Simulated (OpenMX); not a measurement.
The system is Li2O.

```
O Li
1.0
     0.00000    2.32685    2.32685
     2.32685    0.00000    2.32685
     2.32685    2.32685    0.00000
O Li
1 2
Direct
  0.00000 0.00000 0.00000
  0.25000 0.25000 0.25000
  0.75000 0.75000 0.75000
```

The cell comes from a database or a generator and needn't be the stable form of this composition.

Base run:

| Quantity | Value |
| --- | --- |
| Program | OpenMX 3.8.5 |
| Functional | PBE |
| Potentials or basis | OpenMX 2013 PBE set, O6.0-s2p2, Li8.0-s3p1, grid cutoff 400 Ry |
| k mesh | 7 × 7 × 7 |
| Occupations | fermi-dirac, width 0.05 eV |
| Spin | no spin polarisation |

Its results: band gap on the k mesh 4.82 eV, direct; pressure -1.8 GPa.

Problem. The run is repeated on the same cell with these changes: potentials or basis from OpenMX 2013 PBE set, O6.0-s2p2, Li8.0-s3p1, grid cutoff 400 Ry to OpenMX 2013 PBE set, O6.0-s2p2d1, Li8.0-s3p2, grid cutoff 400 Ry. What comes out?

Solution. Band gap on the k mesh 5.09 eV, direct; pressure -0.7 GPa.

Caveats: the basis of atomic orbitals isn't converged, which shifts pressures, moduli and gaps.
